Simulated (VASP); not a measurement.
# InAs: As into a neighbouring As vacancy

Aim: the barrier for one hop in InAs: As into a neighbouring As vacancy. The start is a cell from a database of measured crystal structures.

Program: VASP 6.6.1. Level of theory: PBE; plane waves and PAW (In, As). Results are calculated unless marked as measured.

The database entry behind the starting cell differs from later determinations by our own check (about 0.4 % short), so it need not match the best structure at ambient conditions.

### Step 1. The host crystal

Symmetry: F-43m, No. 216, cubic system. Conventional cell: a = 6.036 Å, b = 6.036 Å, c = 6.036 Å, α = 90.00°, β = 90.00°, γ = 90.00°. Nearest to In lie 4 As at 2.61 Å. As has 4 In at 2.61 Å nearest. Farther neighbours are not listed.

### Step 2. Relax the host

The later steps need the crystal at this functional's own lattice; a raised cutoff keeps the stress reliable while the cell changes.

INCAR reads:

```
SYSTEM = InAs
PREC = Accurate
ENCUT = 350
EDIFF = 1E-06
NELM = 120
ISMEAR = 0
SIGMA = 0.1
LREAL = .FALSE.
ALGO = Normal
GGA = PE
NBANDS = 10
LORBIT = 11
LWAVE = .FALSE.
LCHARG = .FALSE.
KPAR = 5
IBRION = 2
NSW = 40
ISIF = 3
EDIFFG = -0.02
POTIM = 0.4
```

POSCAR reads:

```
InAs
1.0
    0.0000000000      3.0180000000      3.0180000000
    3.0180000000      0.0000000000      3.0180000000
    3.0180000000      3.0180000000      0.0000000000
In As
1 1
Direct
    0.0000000000      0.0000000000      0.0000000000
    0.7500000000      0.7500000000      0.7500000000
```

KPOINTS reads:

```
Automatic mesh
0
Gamma
6 6 6
0 0 0
```

Potentials, in the order of the species: In and As (PBE family, release 64).

Run with:

```bash
> mpirun -np 5 vasp_std
```

The log of the run:

```text
[banner, memory and clock lines left out]
running    5 mpi-ranks, on    1 nodes
 distrk:  each k-point on    1 cores,    5 groups
 distr:  one band on    1 cores,    1 groups

 POSCAR found type information on POSCAR InAs
 POSCAR found :  2 types and       2 ions
|                                                                             |
|           W    W    AA    RRRRR   N    N  II  N    N   GGGG   !!!           |
|           W    W   A  A   R    R  NN   N  II  NN   N  G    G  !!!           |
|           W    W  A    A  R    R  N N  N  II  N N  N  G       !!!           |
|           W WW W  AAAAAA  RRRRR   N  N N  II  N  N N  G  GGG   !            |
|           WW  WW  A    A  R   R   N   NN  II  N   NN  G    G                |
|           W    W  A    A  R    R  N    N  II  N    N   GGGG   !!!           |
|                                                                             |
|     For optimal performance we recommend to set                             |
|       NCORE = 2 up to number-of-cores-per-socket                            |
|     NCORE specifies how many cores store one orbital (NPAR=cpu/NCORE).      |
|     This setting can greatly improve the performance of VASP for DFT.       |
|     The default, NCORE=1 might be grossly inefficient on modern             |
|     multi-core architectures or massively parallel machines. Do your        |
|     Unfortunately you need to use the default for GW and RPA                |
|     calculations (for HF NCORE is supported but not extensively tested      |
|     yet).                                                                   |
|                                                                             |

 LDA part: xc-table for (Slater+PW92), standard interpolation
 POSCAR, INCAR and KPOINTS ok, starting setup
 FFT: planning ... GRIDC
 FFT: planning ... GRID_SOFT
 FFT: planning ... GRID
 WAVECAR not read
 entering main loop
       N       E                     dE             d eps       ncg     rms          rms(c)
DAV:   1     0.137673832630E+02    0.13767E+02   -0.24420E+03   328   0.448E+02
DAV:   2    -0.705653982340E+01   -0.20824E+02   -0.20114E+02   394   0.802E+01
DAV:   3    -0.790864315054E+01   -0.85210E+00   -0.85064E+00   402   0.167E+01
DAV:   4    -0.791213802156E+01   -0.34949E-02   -0.34947E-02   382   0.126E+00
DAV:   5    -0.791215360186E+01   -0.15580E-04   -0.15580E-04   396   0.794E-02    0.497E+00
DAV:   6    -0.765889930492E+01    0.25325E+00   -0.48287E-01   326   0.242E+00    0.283E+00
DAV:   7    -0.760813452814E+01    0.50765E-01   -0.20976E-01   352   0.175E+00    0.758E-01
DAV:   8    -0.760596483113E+01    0.21697E-02   -0.14676E-02   342   0.588E-01    0.216E-01
DAV:   9    -0.760624547146E+01   -0.28064E-03   -0.96784E-04   366   0.172E-01    0.899E-02
DAV:  10    -0.760636768065E+01   -0.12221E-03   -0.18753E-04   354   0.758E-02    0.176E-02
DAV:  11    -0.760638321245E+01   -0.15532E-04   -0.51058E-05   386   0.349E-02    0.197E-02
DAV:  12    -0.760638297825E+01    0.23419E-06   -0.74918E-06   358   0.113E-02
   1 F= -.76063830E+01 E0= -.76060134E+01  d E =-.760638E+01
 curvature:   0.00 expect dE= 0.000E+00 dE for cont linesearch  0.000E+00
 trial: gam= 0.00000 g(F)=  0.219E-46 g(S)=  0.192E+00 ort = 0.000E+00 (trialstep = 0.100E+01)
 search vector abs. value=  0.192E+00
 bond charge predicted
       N       E                     dE             d eps       ncg     rms          rms(c)
DAV:   1    -0.782298804959E+01   -0.21660E+00   -0.32379E+00   330   0.759E+00    0.186E+00
DAV:   2    -0.770960507496E+01    0.11338E+00   -0.24957E-01   326   0.220E+00    0.892E-01
DAV:   3    -0.768255753367E+01    0.27048E-01   -0.91434E-02   338   0.125E+00    0.263E-01
DAV:   4    -0.767962970103E+01    0.29278E-02   -0.69508E-03   330   0.330E-01    0.964E-02
DAV:   5    -0.767939576694E+01    0.23393E-03   -0.97897E-04   352   0.146E-01    0.101E-01
DAV:   6    -0.767939536389E+01    0.40305E-06   -0.17634E-05   350   0.278E-02    0.106E-01
DAV:   7    -0.767944042241E+01   -0.45059E-04   -0.66727E-05   334   0.329E-02    0.831E-02
DAV:   8    -0.767945114205E+01   -0.10720E-04   -0.19579E-05   332   0.207E-02    0.457E-02
DAV:   9    -0.767945098445E+01    0.15760E-06   -0.39858E-07   284   0.344E-03
   2 F= -.76794510E+01 E0= -.76790936E+01  d E =-.730680E-01
 trial-energy change:   -0.073068  1 .order   -0.078370   -0.191536    0.034796
 step:   0.8261(harm=  0.8463)  dis= 0.00000  next Energy=    -7.682505 (dE=-0.761E-01)
 bond charge predicted
       N       E                     dE             d eps       ncg     rms          rms(c)
DAV:   1    -0.768671251339E+01   -0.72614E-02   -0.10006E-01   332   0.137E+00    0.354E-01
DAV:   2    -0.768296105083E+01    0.37515E-02   -0.77973E-03   332   0.380E-01    0.170E-01
DAV:   3    -0.768210238007E+01    0.85867E-03   -0.31177E-03   344   0.230E-01    0.500E-02
DAV:   4    -0.768201954354E+01    0.82837E-04   -0.20994E-04   338   0.584E-02    0.200E-02
DAV:   5    -0.768201132593E+01    0.82176E-05   -0.36468E-05   350   0.280E-02    0.197E-02
DAV:   6    -0.768201130548E+01    0.20450E-07   -0.56869E-07   204   0.526E-03
   3 F= -.76820113E+01 E0= -.76816540E+01  d E =-.756283E-01
 curvature:  -0.42 expect dE=-0.110E-04 dE for cont linesearch -0.110E-04
 trial: gam=-0.01163 g(F)=  0.133E-46 g(S)=  0.265E-04 ort = 0.225E-02 (trialstep = 0.965E+00)
 search vector abs. value=  0.377E-08
 reached required accuracy - stopping structural energy minimisation
```

Elapsed: 3.6 s, on 5 MPI ranks of AMD EPYC 9R45, shared host; peak memory 0.7 GiB.

Lines that name or quote the potential files are left out of all logs, and their timing lines are given in words.

Parts of OUTCAR (step 2):

```text
ion  position               nearest neighbor table
   1  0.000  0.000  0.000-   2 2.61   2 2.61   2 2.61   2 2.61
   2  0.750  0.750  0.750-   1 2.61   1 2.61   1 2.61   1 2.61

  LATTYP: Found a face centered cubic cell.
 ALAT       =     6.0360000000

 Subroutine GETGRP returns: Found 24 space group operations
 (whereof 24 operations were pure point group operations)

The static configuration has the point symmetry T_d .

 Found     16 irreducible k-points:

   k-points           NKPTS =     16   k-points in BZ     NKDIM =     16   number of bands    NBANDS=     10

   dimension x,y,z NGX =    28 NGY =   28 NGZ =   28
   dimension x,y,z NGXF=    56 NGYF=   56 NGZF=   56

   ENCUT  =  350.0 eV  25.72 Ry    5.07 a.u.   6.51  6.51  6.51*2*pi/ulx,y,z

   NELECT =       8.0000    total number of electrons

 k-points in reciprocal lattice and weights: Automatic mesh
   0.00000000  0.00000000  0.00000000       0.005
   0.16666667  0.00000000  0.00000000       0.037
   0.33333333  0.00000000  0.00000000       0.037
   0.50000000  0.00000000  0.00000000       0.019
   0.16666667  0.16666667  0.00000000       0.028
   0.33333333  0.16666667  0.00000000       0.111
   0.50000000  0.16666667  0.00000000       0.111
  -0.33333333  0.16666667  0.00000000       0.111
  -0.16666667  0.16666667  0.00000000       0.056
[...]
-0.33333333  0.33333333  0.16666667       0.111
  -0.33333333  0.50000000  0.16666667       0.056

 average (electrostatic) potential at core
       1 -39.6637       2 -51.3670

 E-fermi :   2.6645

 k-point     1 :       0.0000    0.0000    0.0000
  band No.  band energies     occupation
      1      -8.7225      2.00000
      2       2.0740      2.00000
      3       2.6340      1.33342
      4       2.6340      1.33342
      5       2.6340      1.33342
      6       6.5259      0.00000
      7       6.5259      0.00000
      8       6.5259      0.00000
      9       9.8937      0.00000
     10      11.9682      0.00000

 k-point     2 :       0.1667    0.0000    0.0000
  band No.  band energies     occupation
      1      -8.5084      2.00000
      2       0.1370      2.00000
      3       2.3602      1.99998
      4       2.3602      1.99998
      5       3.6752      0.00000
      6       6.8237      0.00000
      7       6.9278      0.00000
      8       6.9278      0.00000
      9      10.9850      0.00000
    ...

 k-point     3 :       0.3333    0.0000    0.0000
  band No.  band energies     occupation
      1      -7.9791      2.00000
      2      -1.8448      2.00000
      3       1.9354      2.00000
      4       1.9354      2.00000
      5       3.5952      0.00000
      6       7.2912      0.00000
      7       7.2912      0.00000
      8       8.5065      0.00000
      9      10.6536      0.00000
    ...

  Total        0.0214069      0.0214069      0.0214069      0.0000000      0.0000000     -0.0000000
  in kB        0.5725817      0.5725817      0.5725817      0.0000000      0.0000000     -0.0000000
  external PRESSURE =       0.5725817 kB  Pullay stress =       0.0000000 kB

  energy-cutoff  :      350.00
  volume of cell :       59.90
      direct lattice vectors                 reciprocal lattice vectors
    -0.000000000  3.105507417  3.105507417    -0.161004285  0.161004285  0.161004285
     3.105507417  0.000000000  3.105507417     0.161004285 -0.161004285  0.161004285
     3.105507417  3.105507417  0.000000000     0.161004285  0.161004285 -0.161004285

 POSITION                                       TOTAL-FORCE (eV/Angst)
 -----------------------------------------------------------------------------------
      0.00000      0.00000      0.00000         0.000000      0.000000      0.000000
      4.65826      4.65826      4.65826        -0.000000     -0.000000     -0.000000
 -----------------------------------------------------------------------------------
    total drift:                               -0.000000     -0.000000     -0.000000

  FREE ENERGIE OF THE ION-ELECTRON SYSTEM (eV)
  ---------------------------------------------------
  free  energy   TOTEN  =        -7.6820113055 eV

  energy  without entropy=       -7.6812967684  energy(sigma->0) =       -7.68165404

 reached required accuracy - stopping structural energy minimisation

 total charge
# of ion       s       p       d       tot
------------------------------------------
    1        1.201   1.271   0.177   2.649
    2        1.228   1.524   0.015   2.768
--------------------------------------------------
tot          2.429   2.795   0.192   5.417

[... 3 further parts left out ...]
```

CONTCAR:

```
InAs
   1.00000000000000
    -0.0000000000000000    3.1055074171268271    3.1055074171268271
     3.1055074171268271    0.0000000000000000    3.1055074171268271
     3.1055074171268271    3.1055074171268271    0.0000000000000000
  In              As
     1     1
Direct
     0.0000000000000000    0.0000000000000000    0.0000000000000000
     0.7500000000000000    0.7500000000000000    0.7500000000000000
```

The k-mesh is coarse for a metal. After so large a change of volume the plane waves of the start cell no longer fit, so the final stress carries a basis-set error. The data set In keeps the semicore shell frozen, which is cheaper and a little less accurate. The run keeps the 24 symmetry operations of its start, so it cannot find a distortion of lower symmetry.

Relaxation path:

| step | energy less that of the first step (eV) | largest force (eV/Å) | pressure (GPa) | volume (Å³) |
| --- | --- | --- | --- | --- |
| 1 | 0.0000 | 0.0000 | 5.30 | 54.98 |
| 2 | -0.0731 | 0.0000 | -0.87 | 60.97 |
| 3 | -0.0756 | 0.0000 | 0.06 | 59.90 |

| conventional cell, symmetrised | before | after | change |
| --- | --- | --- | --- |
| a (Å) | 6.036 | 6.211 | +2.9 % |
| b (Å) | 6.036 | 6.211 | +2.9 % |
| c (Å) | 6.036 | 6.211 | +2.9 % |
| volume (Å³/atom) | 27.49 | 29.95 | +9.0 % |

Final coordinates:

```xyz
2
Lattice="0.0000 3.1055 3.1055 3.1055 0.0000 3.1055 3.1055 3.1055 0.0000" Properties=species:S:1:pos:R:3 pbc="T T T"
In    0.0000    0.0000    0.0000
As    4.6583    4.6583    4.6583
```

This step gave:

```
electronic cycles                               : 27
electrons                                       : 8
free energy (TOTEN)                             : -7.682 eV
energy at zero smearing                         : -7.682 eV
Fermi energy                                    : 2.664 eV
labelled metallic, from the levels on this mesh : yes
```

The run ended after 3 ionic steps, 0.076 eV below its first step, once forces and stress met EDIFFG = -0.02.

Semilocal functionals make gaps too small and can close small ones, so a metal at this level may be a semiconductor in fact.

### Step 3. Relax the host again, on a new basis

The volume changed by more than 5 %, so the plane waves of the start no longer fit; a second relaxation removes that error.

Edit INCAR of step 2 so:

```diff
@@ -16,3 +16,3 @@
 IBRION = 2
-NSW = 40
+NSW = 30
 ISIF = 3
```

POSCAR reads:

```
InAs
1.0
    0.0000000000      3.1055074171      3.1055074171
    3.1055074171      0.0000000000      3.1055074171
    3.1055074171      3.1055074171      0.0000000000
In As
1 1
Direct
    0.0000000000      0.0000000000      0.0000000000
    0.7500000000      0.7500000000      0.7500000000
```

KPOINTS reads:

```
Automatic mesh
0
Gamma
5 5 5
0 0 0
```

Run with:

```bash
> mpirun -np 5 vasp_std
```

The log of the run:

```text
[banner, memory and clock lines left out]
running    5 mpi-ranks, on    1 nodes
 distrk:  each k-point on    1 cores,    5 groups
 distr:  one band on    1 cores,    1 groups

 POSCAR found type information on POSCAR InAs
 POSCAR found :  2 types and       2 ions
 [... a notice as in an earlier step ...]

 LDA part: xc-table for (Slater+PW92), standard interpolation
 POSCAR, INCAR and KPOINTS ok, starting setup
 FFT: planning ... GRIDC
 FFT: planning ... GRID_SOFT
 FFT: planning ... GRID
 WAVECAR not read
 entering main loop
       N       E                     dE             d eps       ncg     rms          rms(c)
DAV:   1     0.137940985366E+02    0.13794E+02   -0.25037E+03   200   0.451E+02
DAV:   2    -0.705636478596E+01   -0.20850E+02   -0.19889E+02   272   0.772E+01
DAV:   3    -0.792538456579E+01   -0.86902E+00   -0.86399E+00   232   0.168E+01
DAV:   4    -0.793117396260E+01   -0.57894E-02   -0.57891E-02   222   0.167E+00
DAV:   5    -0.793120116732E+01   -0.27205E-04   -0.27204E-04   246   0.108E-01    0.431E+00
DAV:   6    -0.769587391826E+01    0.23533E+00   -0.51951E-01   204   0.242E+00    0.242E+00
DAV:   7    -0.765737899081E+01    0.38495E-01   -0.19982E-01   224   0.167E+00    0.714E-01
DAV:   8    -0.765601792973E+01    0.13611E-02   -0.15615E-02   212   0.587E-01    0.204E-01
DAV:   9    -0.765624318983E+01   -0.22526E-03   -0.12640E-03   216   0.180E-01    0.105E-01
DAV:  10    -0.765643528864E+01   -0.19210E-03   -0.26550E-04   216   0.910E-02    0.180E-02
DAV:  11    -0.765645597038E+01   -0.20682E-04   -0.64211E-05   236   0.367E-02    0.192E-02
DAV:  12    -0.765645673524E+01   -0.76486E-06   -0.85904E-06   218   0.127E-02
   1 F= -.76564567E+01 E0= -.76558397E+01  d E =-.765646E+01
 curvature:   0.00 expect dE= 0.000E+00 dE for cont linesearch  0.000E+00
 trial: gam= 0.00000 g(F)=  0.455E-46 g(S)=  0.186E-03 ort = 0.000E+00 (trialstep = 0.100E+01)
 search vector abs. value=  0.186E-03
 bond charge predicted
       N       E                     dE             d eps       ncg     rms          rms(c)
DAV:   1    -0.765668459187E+01   -0.22862E-03   -0.33228E-03   204   0.251E-01    0.587E-02
DAV:   2    -0.765656756363E+01    0.11703E-03   -0.23784E-04   208   0.686E-02    0.281E-02
DAV:   3    -0.765653688749E+01    0.30676E-04   -0.98581E-05   212   0.410E-02    0.927E-03
DAV:   4    -0.765653339115E+01    0.34963E-05   -0.69022E-06   208   0.104E-02    0.381E-03
DAV:   5    -0.765653268830E+01    0.70285E-06   -0.10790E-06   118   0.501E-03
   2 F= -.76565327E+01 E0= -.76559156E+01  d E =-.759531E-04
 trial-energy change:   -0.000076  1 .order   -0.000085   -0.000186    0.000016
 step:   0.8955(harm=  0.9199)  dis= 0.00000  next Energy=    -7.656534 (dE=-0.768E-04)
 reached required accuracy - stopping structural energy minimisation
```

Run time: 2.2 s. Hardware: 5 MPI ranks; peak memory 0.67 GiB; 8.2 s of CPU time.

Parts of OUTCAR (step 3):

```text
  LATTYP: Found a face centered cubic cell.
 ALAT       =     6.2110148342

The static configuration has the point symmetry T_d .

 Found     10 irreducible k-points:

   k-points           NKPTS =     10   k-points in BZ     NKDIM =     10   number of bands    NBANDS=     10

   ENCUT  =  350.0 eV  25.72 Ry    5.07 a.u.   6.70  6.70  6.70*2*pi/ulx,y,z

   NELECT =       8.0000    total number of electrons

 E-fermi :   2.6478

 k-point     1 :       0.0000    0.0000    0.0000
  band No.  band energies     occupation
      1      -8.7206      2.00000
      2       2.0365      2.00000
      3       2.6174      1.33333
      4       2.6174      1.33333
      5       2.6174      1.33333
      6       6.4996      0.00000
      7       6.4996      0.00000
      8       6.4996      0.00000
      9       9.8603      0.00000
     10      11.9378      0.00000

 k-point     2 :       0.2000    0.0000    0.0000
  band No.  band energies     occupation
      1      -8.4187      2.00000
      2      -0.3201      2.00000
      3       2.2534      2.00000
      4       2.2534      2.00000
      5       3.6935      0.00000
      6       7.0163      0.00000
      7       7.0163      0.00000
      8       7.0467      0.00000
      9      10.9523      0.00000
    ...

  Total       -0.0049276     -0.0049276     -0.0049276      0.0000000      0.0000000      0.0000000
  in kB       -0.1313705     -0.1313705     -0.1313705      0.0000000      0.0000000      0.0000000
  external PRESSURE =      -0.1313705 kB  Pullay stress =       0.0000000 kB

  energy-cutoff  :      350.00
  volume of cell :       60.10
      direct lattice vectors                 reciprocal lattice vectors
    -0.000000000  3.108900723  3.108900723    -0.160828552  0.160828552  0.160828552
     3.108900723  0.000000000  3.108900723     0.160828552 -0.160828552  0.160828552
     3.108900723  3.108900723  0.000000000     0.160828552  0.160828552 -0.160828552

 POSITION                                       TOTAL-FORCE (eV/Angst)
 -----------------------------------------------------------------------------------
      0.00000      0.00000      0.00000        -0.000000      0.000000     -0.000000
      4.66335      4.66335      4.66335         0.000000     -0.000000      0.000000
 -----------------------------------------------------------------------------------
    total drift:                               -0.000000     -0.000000     -0.000000

  FREE ENERGIE OF THE ION-ELECTRON SYSTEM (eV)
  ---------------------------------------------------
  free  energy   TOTEN  =        -7.6565326883 eV

  energy  without entropy=       -7.6552985886  energy(sigma->0) =       -7.65591564

 total charge
# of ion       s       p       d       tot
------------------------------------------
    1        1.199   1.267   0.176   2.641
    2        1.227   1.526   0.015   2.768
--------------------------------------------------
tot          2.426   2.792   0.191   5.409

[... 3 parts as in an earlier step ...]

[... 7 further parts left out ...]
```

The steps of the relaxation:

| step | energy less that of the first step (eV) | largest force (eV/Å) | pressure (GPa) | volume (Å³) |
| --- | --- | --- | --- | --- |
| 1 | 0.0000 | 0.0000 | 0.15 | 59.90 |
| 2 | -0.0001 | 0.0000 | -0.01 | 60.10 |

| conventional cell, symmetrised | before | after | change |
| --- | --- | --- | --- |
| a (Å) | 6.211 | 6.218 | +0.1 % |
| b (Å) | 6.211 | 6.218 | +0.1 % |
| c (Å) | 6.211 | 6.218 | +0.1 % |
| volume (Å³/atom) | 29.95 | 30.05 | +0.3 % |

Final coordinates:

```
In As
1.0
     0.00000    3.10890    3.10890
     3.10890    0.00000    3.10890
     3.10890    3.10890    0.00000
In As
1 1
Direct
  0.00000 0.00000 0.00000
  0.75000 0.75000 0.75000
```

This step gave:

- electronic cycles: 17
- free energy (TOTEN): -7.657 eV
- energy at zero smearing: -7.656 eV
- Fermi energy: 2.648 eV

The run ended after 2 ionic steps, 0.000 eV below its first step, once forces and stress met EDIFFG = -0.02.

(Part 1 of 4 ends here.)

[Lines on the potential files, build, host, timing and source positions are cut from VASP's logs without a mark.]

[Logs are printed without paths, hosts, clocks, repeated set-up lines and the standing remarks that a program may print on its own settings, such as how far it seeks lower states.]

[Hosts, paths, dates, database ids (printed as entryN), source tags and the programs' standing remarks are cut or masked in the printed files.]

[Runs that stopped without an error message from VASP are left out.]
